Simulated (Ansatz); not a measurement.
# Al2O3 (P-6m2) in Ansatz: further runs

Aim: see how the results for Al2O3 move with the level of theory and the settings. Levels: PBEsol, r2SCAN, PBE. Tasks: band structure, phonons.

Everything below comes from runs of Ansatz 0.2.0. Logs are shortened: lines on timing, memory, paths and dates and some standing lists are left out, and cuts for length are marked.

## (1) Starting point

The structure is hexagonal, space group P-6m2 (No. 187). Conventional cell: a = 2.884 Å, b = 2.884 Å, c = 9.337 Å, α = 90.00°, β = 90.00°, γ = 120.00°. Al (site symmetry 3m) has 3 O at 1.80 Å as nearest neighbours. O (site symmetry 3m) has 3 Al at 1.80 Å as nearest neighbours. Around O (site symmetry -6m2) lie 6 Al at 2.18 Å.

Measurements of this composition are mostly on another form, of space group No. 167.

## (2) Band structure, PBEsol

The input, input.yaml:

```yaml
crystal:
  lattice:
    - [2.8843249483, 0.0, 0.0]
    - [-1.4421624742, 2.497898678, 0.0]
    - [0.0, 0.0, 9.33675446]
  atoms:
    - { symbol: Al, position: [0.0, 0.0, 0.85000767] }
    - { symbol: Al, position: [0.0, 0.0, 0.14999233] }
    - { symbol: O, position: [0.3333333333, 0.6666666667, 0.77768308] }
    - { symbol: O, position: [0.6666666667, 0.3333333333, 0.0] }
    - { symbol: O, position: [0.3333333333, 0.6666666667, 0.22231692] }
hamiltonian:
  xc: pbesol
  pseudopotentials: { kind: paw }
kpoints:
  mp_grid: { grid: [11, 11, 3] }
  band_path:
    path:
      - [[0.0, 0.0, 0.0], [0.5, 0.0, 0.0], [0.3333333333, 0.3333333333, 0.0], [0.0, 0.0, 0.0], [0.0, 0.0, 0.5], [0.5, 0.0, 0.5], [0.3333333333, 0.3333333333, 0.5], [0.0, 0.0, 0.5]]
      - [[0.5, 0.0, 0.5], [0.5, 0.0, 0.0]]
      - [[0.3333333333, 0.3333333333, 0.0], [0.3333333333, 0.3333333333, 0.5]]
    npoints: 14
scf:
  occupations: { method: fermi_dirac, width: 0.05 }
  n_extra_bands: 12
output:
  forces: true
  stress: true
  eigenvalues: true
  fatbands: true
  write_density: true
  write_potential: true
  elf: true
  volumetric_format: npy
```

Potentials or basis: Ansatz PAW.

Command:

```
> ansatz run input.yaml --threads 2 --pin off --max-ram 5632MiB --backend cpu --events-out ev --progress --plain --runs-dir out
```

The program printed:

```text
Warning: RAYON_NUM_THREADS=2 ignored (pool sized by the plan → 2); use --threads N
scf.n_extra_bands = 12 over 12 filled bands (N_el = 24.0): the run solves 24 bands
Engine: ansatz 0.2.0, x86_64-unknown-linux-gnu
Pseudopotentials: kind: paw
Pseudopotential: Al, paw, valence charge 3, recommended cutoff 420 eV (normal), Al.paw.azcp
Pseudopotential: O, paw, valence charge 6, recommended cutoff 420 eV (normal), O.paw.azcp
Functional definition: PBEsol
  exchange = pbesol_x
  correlation = pbesol_c
Crystal: 5 atoms, lattice volume = 67.269 Å³
Basis set: ecut = 420 eV, 1315 PW (Γ), exchange–correlation on 40×40×128 points (8 copies of the dense FFT grid, shifted against one another)
Bands: 24, of which v1, the nominal top of the filled ones, is band 12 counted from 1 (11 counted from 0)
Symmetry: 12 space group operations
Space group: P-6m2 (ITA 187), of the structure as read, at distance tolerance 4.1e-5 Å
k-points: 32 of 363 (time reversal used)
Non-local potential: Al, projectors of the file, l = 0: 2, l = 1: 2, l = 2: 1
Non-local potential: O, projectors of the file, l = 0: 2, l = 1: 2, l = 2: 1
PAW form: soft (Blöchl's): semilocal exchange-correlation on the pseudo side does not see the compensation charge
PAW frozen core: Al, regenerated for the run's functional, and the local potential with it (the file was generated under x = pbe(κ = 0.804, μ = 0.2195149727645171), c = pbe(β = 0.06672455060314922))
PAW frozen core: O, regenerated for the run's functional, and the local potential with it (the file was generated under x = pbe(κ = 0.804, μ = 0.2195149727645171), c = pbe(β = 0.06672455060314922))
PAW one-centre angular grid: Al, 110 points (default); XC on 64 Gauss nodes
PAW one-centre angular grid: O, 110 points (default); XC on 64 Gauss nodes
Initial density: superposition of atomic densities (neutral atoms: chi_scale 0, normalization atom), corrected by the library's trained network
Initial wavefunctions: pseudopotential atomic-orbital guess
Functional: x = pbesol(κ = 0.804, μ = 0.12345679012345678), c = pbesol(β = 0.046)
SCF iter   1: F=—  HF=-2738.267361 eV  |F-HF|=—  |Δ(HF+E_count)|=         —  Δρ=1.26e-2  dr2=8.75e-2  ethr=1.77e-3  ⟨swp⟩=7.3  Hψ=4990  notcnv=0  defer=57
preconditioner: auto → none  [insulator: Δε(μ)=4.695 eV  Ē_g=18.597 eV  σ=0.050 eV  W_gap=1.00  n_scr=6 (ndim 8)  ℏωp=22.2 eV  f_vac=0.285  D(μ)=0.00/eV (n_scr^D=0)  ε∞_Penn≈2.4]
SCF iter   2: F=—  HF=-2738.248616 eV  |F-HF|=—  |Δ(HF+E_count)|=   1.87e-2  Δρ=6.03e-3  dr2=1.79e-2  ethr=3.65e-4  ⟨swp⟩=3.6  Hψ=1672  notcnv=0  defer=189
SCF iter   3: F=—  HF=-2738.244472 eV  |F-HF|=—  |Δ(HF+E_count)|=   4.14e-3  Δρ=1.00e-3  dr2=6.26e-4  ethr=7.47e-5  ⟨swp⟩=2.3  Hψ=1143  notcnv=0  defer=189
SCF iter   4: F=—  HF=-2738.245368 eV  |F-HF|=—  |Δ(HF+E_count)|=   8.97e-4  Δρ=5.24e-4  dr2=1.46e-4  ethr=2.61e-6  ⟨swp⟩=3.3  Hψ=1277  notcnv=0  defer=189
SCF iter   5: F=—  HF=-2738.245551 eV  |F-HF|=—  |Δ(HF+E_count)|=   1.83e-4  Δρ=1.33e-4  dr2=7.00e-6  ethr=6.08e-7  ⟨swp⟩=2.6  Hψ=1056  notcnv=0  defer=189
SCF iter   6: F=—  HF=-2738.245531 eV  |F-HF|=—  |Δ(HF+E_count)|=   2.01e-5  Δρ=3.54e-5  dr2=3.76e-7  ethr=2.92e-8  ⟨swp⟩=2.3  Hψ=1063  notcnv=0  defer=189
SCF iter   7: F=-2738.245531 eV  HF=-2738.245531 eV  |F-HF|=3.54e-9  |Δ(HF+E_count)|=   1.63e-7  Δρ=9.08e-6  dr2=3.66e-8  ethr=4.17e-10  ⟨swp⟩=17.3  Hψ=6799  notcnv=0
SCF 1 converged in 7 iterations: F = -2738.245531 eV  dr2 = 3.66e-8
NSCF: frozen V_eff on 129 k-points
WARN: The output density's exchange-correlation potential varies sharply where the density is thin. Do not read a vacuum level from v_tot or v_xc, or from such a field of the output density. On a cell that repeats whose density bears no net charge and no dipole along the vacuum's axis use v_es (v_loc + v_h of the components); under efield.dipole_correction with no amplitude use v_es + v_field, which holds any external_charges[].barrier, or the levels of the report's work_function block, which leave it out; under a non-zero efield.amplitude the vacuum is tilted and has no level; on a cell that repeats and bears such a dipole with no correction it is tilted too, and efield.dipole_correction with no amplitude gives each side of its ramp a level where efield: is served; in a cell that repeats whose density bears a net charge (total_charge, or a fill off its count) it is curved and has none; of a slab under crystal.periodic whose density bears no net charge use v_es, which has a level on each side, short of where the two are joined; of another it falls or rises all the way out and has none; of a slab beside external_charges read slab_vacuum_level instead, which it has where they leave it neutral. The grid or the basis barely resolves most such structure, and the values can differ between equally converged runs; as a rule a tighter scf.convergence.dr2_threshold does not remove it. Where the density itself ripples (under the LDA too) a higher basis.ecutwfc lessens it. The files hold the spikes' plane waves up to the density's cutoff. Files: v_tot_of_output_density and the like, and their columns of v_z.tsv (output.write_potential); v_xc_of_output_density and the like, and their columns of v_comp_z.tsv (output.write_potential_components). Measured: with its Gaussian average of σ = 0.25 Å subtracted twice, the exchange-correlation potential is over 0.1 eV at 1400 of the grid points where the equally averaged density (valence and model cores) is under 1e-3 e/Å³, and 1.52 eV at the most among them, at an averaged density of 9.9e-4 e/Å³. The input density's (outcome.potential() and, of a run that writes arrays, v_tot and v_xc) is over 0.1 eV, so measured, at 1364 points of its own thin density, 1.52 eV at the most. See output.write_potential in the manual, Limitations
SCF converged after 7 iterations
Free energy (F): -2738.245531 eV
Harris-Foulkes:  -2738.245531 eV  (|F-HF|=3.54e-9)
Internal energy: -2738.245531 eV  (E = F + TS)
E sigma→0 (E₀):  -2738.245531 eV
Fermi energy:    4.291898 eV
--- Per-component energies (eV) ---
  E_band       = -103.144739
  E_kinetic    = 583.499080
  E_local      = -2590.691501  (includes V_loc(G=0)·N_el)
  E_nonlocal   = 163.423119
  E_hartree    = 1100.082558
  E_xc         = -301.147082
  E_vxc        = -343.820405  (∫ρ·V_xc dr)
  E_paw        = -1367.719285  (= ΣΔE_a)
  E_vpaw       = -115.736537  (= ΣTr[D̂ρ^β])
  E_aug_tail   = 0.007515  (compensation charges beyond the density's cutoff)
  E_ewald      = -325.844076
  E_core_change = 0.144142  (= ΣΔE_core)
  E_smearing   = -0.000000  (= −TS)
  E_closure    = -0.000000  (closes the sum)
  Σ components = -2738.245531   (vs F -2738.245531, Δ=0.00e0)
--- Forces (eV/Å), atoms counted from 1 ---
  atom   1  Al     0.00000000    -0.00000000     0.11689071
  atom   2  Al    -0.00000000    -0.00000000    -0.11689071
  atom   3  O      0.00000000     0.00000000     0.12523909
  atom   4  O     -0.00000000    -0.00000000     0.00000000
  atom   5  O      0.00000000     0.00000000    -0.12523909
  max |Σ_I F_I| component: 1.67e-16 eV/Å
--- Stress (GPa, compression-positive) ---
       -3.369886       0.000000       0.000000
       -0.000000      -3.369886       0.000000
        0.000000       0.000000      -2.035631
  P = ⅓ Tr σ = -2.9251 GPa (-29.251 kbar)
--- Band table (eV; the first three rows and the last of 32) ---
  k-point 0: bands = ["-16.7977", "-15.7780", "-14.5736", "-3.1738", "-0.3232", "0.3375", "0.3375", "0.5600", "0.5600", "1.3113", "1.3113", "1.5808", "6.5761", "9.2290", "9.5438", "10.9958", "14.7437", "16.0026", "16.5937", "16.5937", "16.7103", "16.7103", "17.2426", "18.5566"]
  k-point 1: bands = ["-16.7976", "-15.7783", "-14.5734", "-3.1779", "-0.2989", "0.3373", "0.3373", "0.5597", "0.5597", "1.3111", "1.3111", "1.5468", "6.6691", "8.9113", "9.6551", "11.2417", "14.5872", "15.5426", "16.5941", "16.5941", "16.7092", "16.7092", "18.1264", "18.5588"]
  k-point 2: bands = ["-16.6960", "-15.7017", "-14.5362", "-3.1146", "-0.5625", "0.1002", "0.1233", "0.2348", "0.4966", "1.0155", "1.2821", "1.7305", "7.0643", "9.4877", "9.8378", "11.2518", "14.6345", "15.4901", "15.7357", "16.7380", "16.7640", "16.8251", "16.8675", "18.6782"]
  k-point 31: bands = ["-14.6712", "-14.5510", "-14.4582", "-3.6922", "-3.3715", "-2.2459", "-2.0343", "-2.0322", "-0.8492", "0.3771", "0.8158", "1.7660", "11.2563", "11.2894", "12.3120", "13.7925", "14.3899", "14.6641", "14.6958", "14.8907", "15.7587", "16.5919", "17.7450", "18.9791"]
```

It took 8.7 s on 2 threads of Intel Xeon Platinum 8259CL at 2.50GHz (Skylake/Cascade Lake), shared host; peak memory 0.44 GiB.

What came out:

* Free energy: -2738.2455 eV
* Pressure: -2.9 GPa
* Largest force: 0.125 eV/Å
* Band gap on the k mesh: 4.75 eV, indirect (least direct gap 5.00 eV)
* Band gap along the path: 4.75 eV, indirect (least direct gap 5.00 eV)

Forces on the atoms (eV/Å):
```
Al   0.000  0.000  0.117
Al   0.000  0.000 -0.117
O    0.000  0.000  0.125
O    0.000  0.000  0.000
O    0.000  0.000 -0.125
```

Stress tensor (GPa, compression positive):
```
-3.37  0.00  0.00
 0.00 -3.37  0.00
 0.00  0.00 -2.04
```

Levels at the corners of the path, in eV from the valence-band top:
```
point  band 8  band 9  band 10  band 11  band 12  band 13  band 14  band 15  band 16  band 17
    Γ   -1.27   -1.27    -0.51    -0.51    -0.24     4.75     7.40     7.72     9.17    12.92
    M   -2.23   -1.99    -1.00    -0.83    -0.60     7.72     8.78     8.91    10.88    12.07
    K   -3.85   -2.84    -1.30    -1.12    -0.04     9.47     9.57    10.57    12.33    12.58
    Γ   -1.27   -1.27    -0.51    -0.51    -0.24     4.75     7.40     7.72     9.17    12.92
    A   -1.27   -1.27    -0.51    -0.51    -0.29     4.88     7.00     7.85     9.50    12.69
    L   -2.24   -1.99    -1.00    -0.84    -0.59     7.74     8.74     8.96    10.67    12.48
    H   -3.85   -2.84    -1.31    -1.13    -0.03     9.46     9.57    10.57    12.36    12.49
    A   -1.27   -1.27    -0.51    -0.51    -0.29     4.88     7.00     7.85     9.50    12.69
    L   -2.24   -1.99    -1.00    -0.84    -0.59     7.74     8.74     8.96    10.67    12.48
    M   -2.23   -1.99    -1.00    -0.83    -0.60     7.72     8.78     8.91    10.88    12.07
    K   -3.85   -2.84    -1.30    -1.12    -0.04     9.47     9.57    10.57    12.33    12.58
    H   -3.85   -2.84    -1.31    -1.13    -0.03     9.46     9.57    10.57    12.36    12.49
```

Caveat: the pressure holds a Pulay correction of +0.6 GPa for the finite cutoff; the PAW data sets come from PBE, with cores solved anew for the run's functional, which leaves a small shift of forces and pressure.

## (3) Band structure, r2SCAN

input.yaml, as its differences from that of step 2:

```diff
@@ -12,3 +12,3 @@
 hamiltonian:
-  xc: pbesol
+  xc: r2scan
   pseudopotentials: { kind: paw }
@@ -29,6 +29,2 @@
   eigenvalues: true
-  fatbands: true
-  write_density: true
-  write_potential: true
-  elf: true
-  volumetric_format: npy
+  fatbands: false
```

Potentials or basis: Ansatz PAW.

Command:

```
> ansatz run input.yaml --threads 2 --pin off --max-ram 5632MiB --backend cpu --events-out ev --progress --plain --runs-dir out
```

Wall time 17 s (2 threads of Intel Xeon Platinum 8259CL at 2.50GHz (Skylake/Cascade Lake), shared host); peak memory 0.59 GiB.

Results (log left out):

| Quantity | Value |
| --- | --- |
| Free energy | -2794.0066 eV |
| Pressure | -4.5 GPa |
| Largest force | 0.394 eV/Å |
| Band gap on the k mesh | 5.63 eV, indirect (least direct gap 5.85 eV) |
| Band gap along the path | 5.62 eV, indirect (least direct gap 5.85 eV) |

Forces in eV/Å, atoms in the order of the input:
```
Al   0.000  0.000 -0.127
Al   0.000  0.000  0.127
O    0.000  0.000  0.394
O    0.000  0.000  0.000
O    0.000  0.000 -0.394
```

Stress tensor (GPa, compression positive):
```
-5.23  0.00  0.00
 0.00 -5.23  0.00
 0.00  0.00 -3.09
```

Levels at the corners of the path, in eV from the valence-band top:
```csv
point,band 10,band 11,band 12,band 13,band 14,band 15
Γ,-0.54,-0.54,-0.23,5.62,8.28,8.73
M,-1.03,-0.83,-0.60,8.74,9.93,10.04
K,-1.34,-1.13,-0.06,10.66,10.66,11.74
Γ,-0.54,-0.54,-0.23,5.62,8.28,8.73
A,-0.54,-0.54,-0.27,5.76,7.83,8.89
L,-1.03,-0.84,-0.59,8.75,9.88,10.10
H,-1.34,-1.14,-0.05,10.64,10.66,11.74
A,-0.54,-0.54,-0.27,5.76,7.83,8.89
L,-1.03,-0.84,-0.59,8.75,9.88,10.10
M,-1.03,-0.83,-0.60,8.74,9.93,10.04
K,-1.34,-1.13,-0.06,10.66,10.66,11.74
H,-1.34,-1.14,-0.05,10.64,10.66,11.74
```

Caveat: the PAW data sets come from PBE, with cores solved anew for the run's functional, which leaves a small shift of forces and pressure. r2SCAN opens gaps a little over a GGA but as a rule still falls short of measured ones.

(Part 1 of 2 ends here.)
